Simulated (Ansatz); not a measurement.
The system is HfO2.

```
CELL_PARAMETERS angstrom
0.00000 2.55750 2.55750
2.55750 0.00000 2.55750
2.55750 2.55750 0.00000
ATOMIC_POSITIONS crystal
Hf 0.00000 0.00000 0.00000
O 0.75000 0.75000 0.75000
O 0.25000 0.25000 0.25000
```

Measurements of this composition are mostly on another form, of space group No. 14.

Program: Ansatz 0.2.0. Alike in all runs: potentials or basis Ansatz PAW; no spin polarisation; cell as given; k mesh 9 × 9 × 9; smearing fermi-dirac 0.05 eV.

Q: Order these runs on this cell by their pressure, lowest first.
A. level PBE; cutoff (eV) 350
B. level BLYP; cutoff (eV) 420; points for each segment of the path 14
C. level PBEsol+U; U Hf d U = 3.5 eV; cutoff (eV) 420; points for each segment of the path 14; hubbard projectors ortho-atomic (the default); double counting fll (the default)
D. level SVWN5; cutoff (eV) 420; points for each segment of the path 14

A: D (-16.7 GPa), C (-5.1 GPa), A (-3.3 GPa), B (4.0 GPa).

Caveats: the PAW data sets come from PBE, with cores solved anew for the run's functional, which leaves a small shift of forces and pressure (some runs); so large a pressure means that the cell lies far from this level's equilibrium, or that cutoff or potentials fall short (some runs); the pressure holds a Pulay correction of +7.4 GPa for the finite cutoff (some runs); the cutoff lies under the one recommended for these potentials (some runs).
